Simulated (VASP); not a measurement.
**A VASP 6.6.1 single-point calculation on CaS**

INCAR

```
NELM = 62
LREAL = .FALSE.
ISMEAR = 0
LCHARG = .FALSE.
IBRION = -1
LASPH = .TRUE.
ICHARG = 11
EDIFF = 1E-7
METAGGA = R2SCAN
LWAVE = .FALSE.
ISIF = 2
ALGO = Normal
PREC = Accurate
NSW = 0
SIGMA = 0.01
ENCUT = 520
NBANDS = 15
```

KPOINTS

```
KPOINTS created by Atomic Simulation Environment
0
Gamma
8 8 8
0 0 0
```

POSCAR

```
Ca S
 1.0000000000000000
     0.0000000000000000    2.9527397793999999    2.9527397793999999
     2.9527397793999999    0.0000000000000000    2.9527397793999999
     2.9527397793999999    2.9527397793999999    0.0000000000000000
 Ca  S
   1   1
Cartesian
  0.0000000000000000  0.0000000000000000  0.0000000000000000
  2.9527397793999999  2.9527397793999999  2.9527397793999999
```

The recommended PBE PAW datasets give the neutral cell 16 valence electrons.

Command

```
mpirun -np 1 vasp_std
```

Standard output (part)

```
POSCAR found type information on POSCAR CaS
 POSCAR found :  2 types and       2 ions
 LDA part: xc-table for (None), standard interpolation
 WARNING: stress and forces are not correct
 POSCAR, INCAR and KPOINTS ok, starting setup
 WAVECAR not read
 WARNING: CHGCAR is incomplete
 no TAUCAR file present
|     EEEEEEE  RRRRRR   RRRRRR   OOOOOOO  RRRRRR      ###     ###     ###     |
|     E        R     R  R     R  O     O  R     R     ###     ###     ###     |
|     E        R     R  R     R  O     O  R     R     ###     ###     ###     |
|     EEEEE    RRRRRR   RRRRRR   O     O  RRRRRR       #       #       #      |
|     E        R    R   R    R   O     O  R    R      ###     ###     ###     |
|     EEEEEEE  R     R  R     R  OOOOOOO  R     R     ###     ###     ###     |
|     ERROR: charge density could not be read from file CHGCAR for            |
|     ICHARG>10                                                               |
|       ---->  I REFUSE TO CONTINUE WITH THIS SICK JOB ... BYE!!! <----       |
```

VASP stopped before the first electronic step.

**Question.** Why shouldn't this run be trusted?

**Answer.** Density file missing or never updated. VASP stopped before the first electronic step.
